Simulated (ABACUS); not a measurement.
# KBr under changes of volume

One of the cells (35.937 Å³/atom); the others are scaled copies at fixed shape and fractional positions:

```xyz
2
Lattice="0.0000 3.3000 3.3000 3.3000 0.0000 3.3000 3.3000 3.3000 0.0000" Properties=species:S:1:pos:R:3 pbc="T T T"
Br    3.3000    3.3000    3.3000
K     0.0000    0.0000    0.0000
```

```yaml
Program: ABACUS 3.10.1
Functional: PBE
Potentials_or_basis: PseudoDojo NC SR 0.4.1 PBE standard
Cutoff: 1007 eV
Density_cutoff: 4027 eV
Basis: plane waves
k_mesh: 7 × 7 × 7
Occupations: fermi-dirac, width 0.05 eV
Spin: no spin polarisation
```

```tsv
volume (Å³/atom)	energy over the lowest point (meV/atom)	pressure (GPa)	gap on the mesh (eV)
33.781	20.61	1.9	4.61
34.500	13.10	1.5	4.55
35.218	7.47	1.1	4.49
35.937	3.53	0.7	4.44
36.656	1.09	0.4	4.38
37.374	0.00	0.1	4.33
38.093	?	?	?
```

What does the run at 38.093 Å³/atom give?

Energy over the lowest point 0.12 meV/atom; pressure -0.2 GPa; gap on the mesh 4.28 eV.

Worked out: A Birch-Murnaghan fit of order 3 (a polynomial in V^(-2/3)) to the other rows has its minimum at 37.66 Å³/atom, just outside them, with B0 = V·E''(V) = 13.5 GPa and B' = 4.8. It gives 0.12 meV/atom at 38.093 Å³/atom, against the run's 0.12, and -dE/dV = -0.2 GPa, against -0.2. A straight line through the other rows of the gap, of slope -2.77 eV per unit of ln V (its deformation potential), extrapolates to 4.28 eV, against the run's 4.28.

Energies are extrapolated to zero smearing.

Caveats: an odd mesh through Γ misses points on the zone boundary, where band edges often lie (some runs). Spin-orbit coupling on Br is left out.
